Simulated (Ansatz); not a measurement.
**Strain and the gap of MgF2 (rutile)**

MgF2 (rutile), relaxed with r2SCAN in Ansatz. It is tetragonal, P4_2/mnm (No. 136); a = 4.622 Å, c = 3.046 Å in the conventional setting, 10.85 Å³ an atom. Mg is surrounded by 6 F at 1.98–1.99 Å; F is surrounded by 3 Mg at 1.98–1.99 Å.

The axes x, y and z are those of this cell:
```xyz
6
Lattice="4.6220 0.0000 0.0000 0.0000 4.6220 0.0000 0.0000 0.0000 3.0461" Properties=species:S:1:pos:R:3 pbc="T T T"
Mg    0.0000    0.0000    0.0000
Mg    2.3110    2.3110    1.5231
F     1.4002    1.4002    0.0000
F     0.9108    3.7113    1.5231
F     3.7113    0.9108    1.5231
F     3.2218    3.2218    0.0000
```

Unstrained: PBE gives a direct gap of 7.159 eV at Γ. The r2SCAN gap is direct at Γ: 8.071 eV. The HSE06 gap is direct at Γ: 9.471 eV. Meshes: PBE 6×6×8, r2SCAN 6×6×8, HSE06 4×4×6. Strains are changes of length per length. After each strain the atoms were relaxed again with r2SCAN in this cell and within any symmetry left, so distortions that break it or need a larger cell weren't tested; points keep the names that they have in the unstrained zone. Calculated for a static, non-magnetic cell.

Changes of the least gap in eV (an overlap counts as a negative gap):

| strain | volume change (%) | space group | PBE | r2SCAN | HSE06 | energy rise, r2SCAN (meV/atom) |
| --- | --- | --- | --- | --- | --- | --- |
| uniaxial -4.0 % along z | -4.0 | P4_2/mnm | +0.329 | +0.343 | +0.352 | 12.1 |
| uniaxial -3.0 % along z | -3.0 | P4_2/mnm | +0.246 | +0.256 | +0.264 | 6.7 |
| uniaxial -2.0 % along z | -2.0 | P4_2/mnm | +0.164 | +0.170 | +0.176 | 2.9 |
| uniaxial -1.0 % along z | -1.0 | P4_2/mnm | +0.081 | +0.085 | +0.088 | 0.7 |
| uniaxial +1.0 % along z | +1.0 | P4_2/mnm | -0.082 | -0.085 | -0.087 | 0.7 |
| uniaxial +2.0 % along z | +2.0 | P4_2/mnm | -0.162 | -0.168 | -0.173 | 2.7 |
| uniaxial +3.0 % along z | +3.0 | P4_2/mnm | -0.242 | -0.251 | -0.258 | 6.0 |
| uniaxial +4.0 % along z | +4.0 | P4_2/mnm | -0.321 | -0.333 | -0.342 | 10.5 |

Uniaxial -4.0 % along z, other directions held. HSE06: the gap goes from 9.471 to 9.823 eV (+0.352 eV). Stress change with r2SCAN, compression positive: xx +2.88, yy +2.88, zz +9.26 GPa.

Uniaxial -3.0 % along z, other directions held. HSE06: the gap goes from 9.471 to 9.735 eV (+0.264 eV). Stress change with r2SCAN, compression positive: xx +2.11, yy +2.11, zz +6.76 GPa.

Uniaxial -2.0 % along z, other directions held. HSE06: the gap goes from 9.471 to 9.647 eV (+0.176 eV). Stress change with r2SCAN, compression positive: xx +1.37, yy +1.37, zz +4.39 GPa.

Uniaxial -1.0 % along z, other directions held. HSE06: the gap goes from 9.471 to 9.559 eV (+0.088 eV). Stress change with r2SCAN, compression positive: xx +0.67, yy +0.67, zz +2.14 GPa.

Uniaxial +1.0 % along z, other directions held. HSE06: the gap goes from 9.471 to 9.384 eV (-0.087 eV). Stress change with r2SCAN, compression positive: xx -0.64, yy -0.64, zz -2.03 GPa.

Uniaxial +2.0 % along z, other directions held. HSE06: the gap goes from 9.471 to 9.298 eV (-0.173 eV). Stress change with r2SCAN, compression positive: xx -1.24, yy -1.24, zz -3.95 GPa.

Uniaxial +3.0 % along z, other directions held. HSE06: the gap goes from 9.471 to 9.213 eV (-0.258 eV). Stress change with r2SCAN, compression positive: xx -1.82, yy -1.82, zz -5.76 GPa.

Uniaxial +4.0 % along z, other directions held. HSE06: the gap goes from 9.471 to 9.129 eV (-0.342 eV). Stress change with r2SCAN, compression positive: xx -2.36, yy -2.36, zz -7.47 GPa.

The meshes of the hybrids are coarse, so their gaps aren't converged to the digits shown.
